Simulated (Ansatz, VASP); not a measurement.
N in VASP and in Ansatz

POSCAR

```
N
1.0
    2.5194737886      0.0000000000      0.0000000000
   -1.2597368943      2.1819283051      0.0000000000
    0.0000000000      0.0000000000      2.4460020000
N
2
Direct
    0.6666666700      0.3333333300      0.2500000000
    0.3333333300      0.6666666700      0.7500000000
```

Contents of INCAR.step1:

```
PREC = Accurate ; ENCUT = 520
ISMEAR = 0 ; SIGMA = 0.1
LREAL = False ; LASPH = True
NELM = 100 ; NBANDS = 12
GGA = PE ; ALGO = Normal
EDIFF = 1E-4 ; LWAVE = True
LCHARG = False
```

INCAR.step2

```
PREC = Accurate ; ENCUT = 520
EDIFF = 1E-6 ; ISMEAR = 0
SIGMA = 0.1 ; LREAL = False
LASPH = True ; NELM = 100
ALGO = Normal ; ISIF = 2
LWAVE = False ; LCHARG = False
METAGGA = R2SCAN ; LMIXTAU = True
NBANDS = 12 ; ISTART = 1
```

KPOINTS

```
regular mesh
0
Gamma
  9 9 8
```

Input for Ansatz:

```yaml
crystal:
  lattice:
    - [2.5194737886, 0.0, 0.0]
    - [-1.2597368943, 2.1819283051, 0.0]
    - [0.0, 0.0, 2.446002]
  atoms:
    - { symbol: "N", position: [0.66666667, 0.33333333, 0.25] }
    - { symbol: "N", position: [0.33333333, 0.66666667, 0.75] }
basis:
  ecutwfc: 500
kpoints:
  mp_grid: { grid: [9, 9, 8] }
hamiltonian:
  xc: r2scan
scf:
  occupations: { method: gaussian, width: 0.1 }
output:
  forces: true
  stress: true
  eigenvalues: true
```

The real solid is made of molecules; this cell is a model form.

Alike in both runs: task single point; functional r2SCAN; k mesh 9 × 9 × 8; occupations gaussian, width 0.1 eV; no spin polarisation.

```csv
,VASP,Ansatz
version,VASP 6.6.1,Ansatz 0.2.0
potentials or method,"VASP PAW PBE potentials, release 64 (N)","scalar-relativistic, plane waves, PAW"
plane-wave cutoff (eV),520,500
valence electrons in the cell,10,10
```

VASP gave:

```
gap on the k mesh at the Fermi level (eV)       : none
pressure (GPa)                                  : 5.3
largest component of the traceless stress (GPa) : 8.34
```

Which values does Ansatz return?

gap on the k mesh at the Fermi level (eV): none; pressure (GPa): 5.4; largest component of the traceless stress (GPa): 8.47.

A gap of «none» marks a metal or a gap that the smearing closes.

Caveats: the PAW data sets were made with another functional, which shifts forces and pressure a little (VASP).
